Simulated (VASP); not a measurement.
# SrTiO3 (Pm-3m) in VASP: single point with r2SCAN

Aim: the single point of SrTiO3 with r2SCAN.

Everything below comes from runs of VASP 6.6.1. Logs are shortened: lines on timing, memory, paths and dates and some standing lists are left out, and cuts for length are marked.

### Step 1. The crystal as given

Symmetry: Pm-3m, No. 221, cubic system. Conventional cell: a = 3.895 Å, b = 3.895 Å, c = 3.895 Å, α = 90.00°, β = 90.00°, γ = 90.00°. Sr (site symmetry m-3m) has 12 O at 2.75 Å as nearest neighbours. Around Ti (site symmetry m-3m) lie 6 O at 1.95 Å. Around O (site symmetry 4/mmm) lie 2 Ti at 1.95 Å.

The cell is a database's computed one.

### Step 2. Single point, r2SCAN

File INCAR:

```
SYSTEM = SrTiO3
  ALGO = Normal
  EDIFF = 1E-6
  ENCUT = 520
  ISIF = 2
  ISMEAR = 0
  LASPH = .TRUE.
  LCHARG = .FALSE.
  LMIXTAU = .TRUE.
  LREAL = .FALSE.
  LWAVE = .FALSE.
  METAGGA = R2SCAN
  NBANDS = 28
  NELM = 60
  PREC = Accurate
  SIGMA = 0.02
```

File KPOINTS:

```
k-points
0
G
  8 8 8
  0 0 0
```

File POSCAR:

```
SrTiO3
1.0
    3.8946700000      0.0000000000      0.0000000000
    0.0000000000      3.8946700000      0.0000000000
    0.0000000000      0.0000000000      3.8946700000
Sr Ti O
1 1 3
Direct
    0.0000000000      0.0000000000      0.0000000000
    0.5000000000      0.5000000000      0.5000000000
    0.5000000000      0.0000000000      0.5000000000
    0.5000000000      0.5000000000      0.0000000000
    0.0000000000      0.5000000000      0.5000000000
```

Potentials or basis: VASP PAW PBE potentials, release 64 (Sr_sv, Ti_sv, O).

Run with:

```
> cat potpaw_PBE.64/Sr_sv/POTCAR potpaw_PBE.64/Ti_sv/POTCAR potpaw_PBE.64/O/POTCAR > POTCAR
> mpirun -np 1 vasp_std > vasp.out
```

OUTCAR:

```text
SYSTEM = SrTiO3
   EDIFF = 1E-6
   ENCUT = 520
   ISIF = 2
   ISMEAR = 0
   LASPH = .TRUE.
   LREAL = .FALSE.
   METAGGA = R2SCAN
   NELM = 60
   PREC = Accurate

 ion  position               nearest neighbor table
   1  0.000  0.000  0.000-   3 2.75   4 2.75   5 2.75   3 2.75   5 2.75   4 2.75   5 2.75   5 2.75
                             3 2.75   4 2.75   3 2.75   4 2.75   2 3.37   2 3.37   2 3.37   2 3.37
   2  0.500  0.500  0.500-   3 1.95   4 1.95   5 1.95   4 1.95   3 1.95   5 1.95   1 3.37   1 3.37
                             1 3.37   1 3.37   1 3.37   1 3.37   1 3.37   1 3.37
   3  0.500  0.000  0.500-   2 1.95   2 1.95   1 2.75   1 2.75   1 2.75   1 2.75
   4  0.500  0.500  0.000-   2 1.95   2 1.95   1 2.75   1 2.75   1 2.75   1 2.75
   5  0.000  0.500  0.500-   2 1.95   2 1.95   1 2.75   1 2.75   1 2.75   1 2.75

  LATTYP: Found a simple cubic cell.
 ALAT       =     3.8946700000

  Lattice vectors:

 A1 = (   3.8946700000,   0.0000000000,   0.0000000000)
 A2 = (   0.0000000000,   3.8946700000,   0.0000000000)
 A3 = (   0.0000000000,   0.0000000000,   3.8946700000)

Analysis of symmetry for initial positions (statically):
=====================================================================
 Subroutine PRICEL returns:
 Original cell was already a primitive cell.

 Routine SETGRP: Setting up the symmetry group for a
 simple cubic supercell.

 Subroutine GETGRP returns: Found 48 space group operations
 (whereof 48 operations were pure point group operations)
 out of a pool of 48 trial point group operations.

The static configuration has the point symmetry O_h .

Analysis of symmetry for dynamics (positions and initial velocities):
=====================================================================
 Subroutine PRICEL returns:
 Original cell was already a primitive cell.

 Routine SETGRP: Setting up the symmetry group for a
 simple cubic supercell.

 Subroutine GETGRP returns: Found 48 space group operations
 (whereof 48 operations were pure point group operations)
 out of a pool of 48 trial point group operations.

The dynamic configuration has the point symmetry O_h .

 Subroutine INISYM returns: Found 48 space group operations
 (whereof 48 operations are pure point group operations),
 and found     1 'primitive' translations

----------------------------------------------------------------------------------------

                                     Primitive cell

  volume of cell :      59.0761

  direct lattice vectors                    reciprocal lattice vectors
     3.894670000  0.000000000  0.000000000     0.256761163  0.000000000  0.000000000
     0.000000000  3.894670000  0.000000000     0.000000000  0.256761163  0.000000000
     0.000000000  0.000000000  3.894670000     0.000000000  0.000000000  0.256761163

  length of vectors
     3.894670000  3.894670000  3.894670000     0.256761163  0.256761163  0.256761163

  position of ions in fractional coordinates (direct lattice)
     0.000000000  0.000000000  0.000000000
     0.500000000  0.500000000  0.500000000
     0.500000000  0.000000000  0.500000000
     0.500000000  0.500000000  0.000000000
     0.000000000  0.500000000  0.500000000

  ion indices of the primitive-cell ions
   primitive index   ion index
                 1           1
                 2           2
                 3           3
                 4           4
                 5           5

----------------------------------------------------------------------------------------

 KPOINTS: k-points

Automatic generation of k-mesh.
 Grid dimensions read from file:
 generate k-points for:    8    8    8

 Generating k-lattice:

  Cartesian coordinates                     Fractional coordinates (reciprocal lattice)
     0.032095145  0.000000000  0.000000000     0.125000000  0.000000000  0.000000000
     0.000000000  0.032095145  0.000000000     0.000000000  0.125000000  0.000000000
     0.000000000  0.000000000  0.032095145     0.000000000  0.000000000  0.125000000

  Length of vectors
     0.032095145  0.032095145  0.032095145

  Shift w.r.t. Gamma in fractional coordinates (k-lattice)
     0.000000000  0.000000000  0.000000000

 Subroutine IBZKPT returns following result:
 ===========================================

 Found     35 irreducible k-points:

 Following reciprocal coordinates:
            Coordinates               Weight
  0.000000  0.000000  0.000000      1.000000
  0.125000  0.000000  0.000000      6.000000
  0.250000  0.000000  0.000000      6.000000
  0.375000  0.000000  0.000000      6.000000
  0.500000  0.000000  0.000000      3.000000
  0.125000  0.125000  0.000000     12.000000
[... 16 lines left out ...]
  0.375000  0.375000  0.125000     24.000000
  0.500000  0.375000  0.125000     24.000000
 [... further k-points ...]
   k-points           NKPTS =     35   k-points in BZ     NKDIM =     35   number of bands    NBANDS=     28
   number of dos      NEDOS =    301   number of ions     NIONS =      5
   total plane-waves  NPLWV =  27000
   dimension x,y,z NGX =    30 NGY =   30 NGZ =   30
   dimension x,y,z NGXF=    60 NGYF=   60 NGZF=   60
   ions per type =               1   1   3
   NGX,Y,Z   is equivalent  to a cutoff of  12.81, 12.81, 12.81 a.u.
   NGXF,Y,Z  is equivalent  to a cutoff of  25.61, 25.61, 25.61 a.u.
 SYSTEM =  SrTiO3
   PREC   = accura    normal or accurate (medium, high low for compatibility)
   ISTART =      0    job   : 0-new  1-cont  2-samecut
   ICHARG =      2    charge: 1-file 2-atom 10-const
   ISPIN  =      1    spin polarized calculation?
   LNONCOLLINEAR =      F non collinear calculations
   LSORBIT =      F    spin-orbit coupling
   LASPH  =      T    aspherical Exc in radial PAW
   ENCUT  =  520.0 eV  38.22 Ry    6.18 a.u.   7.24  7.24  7.24*2*pi/ulx,y,z
   NELM   =     60;   NELMIN=  2; NELMDL= -5     # of ELM steps
   EDIFF  = 0.1E-05   stopping-criterion for ELM
   LREAL  =      F    real-space projection
   EDIFFG = 0.1E-04   stopping-criterion for IOM
   NSW    =      0    number of steps for IOM
   IBRION =     -1    ionic relax: 0-MD 1-quasi-New 2-CG
   NFREE  =      0    steps in history (QN), initial steepest desc. (CG)
   ISIF   =      2    stress and relaxation
   ISYM   =      2    0-nonsym 1-usesym 2-fastsym
   POTIM  = 0.5000    time-step for ionic-motion
   TEBEG  =    0.0;   TEEND  =   0.0 temperature during run
   PSTRESS=    0.0 pullay stress
   NELECT =      40.0000    total number of electrons
   NUPDOWN=      -1.0000    fix difference up-down
   EMIN   =  10.00;   EMAX   =-10.00  energy-range for DOS
   EFERMI =   0.00;   METHOD = LEGACY
   ISMEAR =     0;   SIGMA  =   0.02  broadening in eV -4-tet -1-fermi 0-gaus
   EFERMI_NEDOS =   21; number of points for ismear=-14 and -15
   IALGO  =     38    algorithm
   IMIX   =      4    mixing-type and parameters
     AMIX     =   0.40;   BMIX     =  1.00
     AMIX_MAG =   1.60;   BMIX_MAG =  1.00
  volume/ion in A,a.u.               =      11.82        79.73
  Fermi-wavevector in a.u.,A,eV,Ry     =   1.437554  2.716583 28.117276  2.066561
  Thomas-Fermi vector in A             =   2.556619
   LORBIT       =      0    0 simple, 1 ext, 2 COOP (PROOUT), +10 PAW based schemes
   METAGGA = R2SCAN    functional components
   LHFCALC =     F    Hartree Fock is set to
   AEXX    =    0.0000 exact exchange contribution
   IVDW    =     0    specifies the selected vdW correction
   LEPSILON=     F    determine dielectric tensor
   LRPA    =     F    only Hartree local field effects (RPA)
 non-spin polarized calculation
 Gauss-broadening in eV      SIGMA  =   0.02
  energy-cutoff  :      520.00
  volume of cell :       59.08
 maximum number of plane-waves:      1622
 NGX is ok and might be reduce to    30
   NGX = 15   NGY = 15   NGZ = 15

 number of electron      40.0000011 magnetization

 Free energy of the ion-electron system (eV)
  ---------------------------------------------------
  ext. energy  EPLUGINS =         0.00000000
  ---------------------------------------------------
  free energy    TOTEN  =       -63.32233749 eV

  energy without entropy =      -63.32233749  energy(sigma->0) =      -63.32233749

 E-fermi :   4.0845     XC(G=0): -11.9800

 val. band max:        3.9148594116   @ k =   0.5000   0.5000   0.5000
 cond. band min:       6.2085099355   @ k =   0.0000   0.0000   0.0000
 fundamental gap:      2.2936505239
 Fermi energy:         4.0845264708

 k-point     1 :       0.0000    0.0000    0.0000
  band No.  band energies     occupation
      1     -54.7211      2.00000
      2     -29.9315      2.00000
      3     -29.9242      2.00000
      4     -29.9242      2.00000
      5     -29.9241      2.00000
      6     -14.5324      2.00000
[... 20 lines left out ...]
     27       9.8962      0.00000
     28      11.0674      0.00000

 k-point     2 :       0.1250    0.0000    0.0000
  band No.  band energies     occupation
      1     -54.7208      2.00000
      2     -29.9775      2.00000
      3     -29.9237      2.00000
      4     -29.9237      2.00000
      5     -29.8867      2.00000
      6     -14.5292      2.00000
[... 20 lines left out ...]
     27      10.1766      0.00000
     28      11.4383      0.00000

 k-point     3 :       0.2500    0.0000    0.0000
  band No.  band energies     occupation
      1     -54.7202      2.00000
      2     -30.0288      2.00000
      3     -29.9226      2.00000
      4     -29.9226      2.00000
      5     -29.8558      2.00000
      6     -14.5711      2.00000
[... 20 lines left out ...]
     27      10.8596      0.00000
     28      12.4491      0.00000

 k-point     4 :       0.3750    0.0000    0.0000
  band No.  band energies     occupation
      1     -54.7196      2.00000
      2     -30.0688      2.00000
      3     -29.9216      2.00000
      4     -29.9216      2.00000
      5     -29.8359      2.00000
      6     -14.6575      2.00000
[... 578 lines left out ...]
     27      12.7686      0.00000
     28      13.0675      0.00000

 k-point    23 :       0.3750    0.3750    0.1250
  band No.  band energies     occupation
      1     -54.7178      2.00000
      2     -30.0159      2.00000
      3     -29.9924      2.00000
      4     -29.9318      2.00000
      5     -29.8659      2.00000
      6     -14.0793      2.00000
[... 20 lines left out ...]
     27      12.8370      0.00000
     28      13.3018      0.00000

 k-point    24 :       0.5000    0.3750    0.1250
  band No.  band energies     occupation
      1     -54.7176      2.00000
      2     -30.0177      2.00000
      3     -29.9920      2.00000
      4     -29.9309      2.00000
      5     -29.8738      2.00000
      6     -13.9963      2.00000
[... 20 lines left out ...]
     27      12.8216      0.00000
     28      13.4067      0.00000

 [... further k-points ...]

------------------------ aborting loop because EDIFF is reached ----------------------------------------

  FORCE on cell =-STRESS in cart. coord.  units (eV):
  Direction    XX          YY          ZZ          XY          YZ          ZX
  --------------------------------------------------------------------------------------
  -------------------------------------------------------------------------------------
  Total        1.0124923      1.0124923      1.0124923      0.0000000      0.0000000      0.0000000
  in kB       27.4593550     27.4593550     27.4593550      0.0000000      0.0000000      0.0000000
  external PRESSURE =      27.4593550 kB  Pullay stress =       0.0000000 kB

 VOLUME and BASIS-vectors are now :
 -----------------------------------------------------------------------------
  energy-cutoff  :      520.00
  volume of cell :       59.08
      direct lattice vectors                 reciprocal lattice vectors
     3.894670000  0.000000000  0.000000000     0.256761163  0.000000000  0.000000000
     0.000000000  3.894670000  0.000000000     0.000000000  0.256761163  0.000000000
     0.000000000  0.000000000  3.894670000     0.000000000  0.000000000  0.256761163

 POSITION                                       TOTAL-FORCE (eV/Angst)
 -----------------------------------------------------------------------------------
      0.00000      0.00000      0.00000         0.000000      0.000000      0.000000
      1.94734      1.94734      1.94734         0.000000      0.000000      0.000000
      1.94734      0.00000      1.94734         0.000000      0.000000      0.000000
      1.94734      1.94734      0.00000         0.000000      0.000000      0.000000
      0.00000      1.94734      1.94734         0.000000      0.000000      0.000000
 -----------------------------------------------------------------------------------
    total drift:                                0.000000      0.000000     -0.000000

  FREE ENERGIE OF THE ION-ELECTRON SYSTEM (eV)
  ---------------------------------------------------
  free  energy   TOTEN  =       -63.3223374855 eV

  energy  without entropy=      -63.3223374855  energy(sigma->0) =      -63.32233749
```

Run time: 4.1 min. Hardware: 1 thread of Intel Xeon Platinum 8259CL at 2.50GHz (Skylake/Cascade Lake), shared host; peak memory 0.2 GiB.

Results:

```yaml
Free_energy: -63.3223 eV
Pressure: 2.7 GPa
Band_gap_on_the_k_mesh: 2.29 eV, indirect (least direct gap 2.67 eV)
```

Caveat: the PAW data sets were made with another functional, which shifts forces and pressure a little. r2SCAN opens gaps a little over a GGA but as a rule still falls short of measured ones.
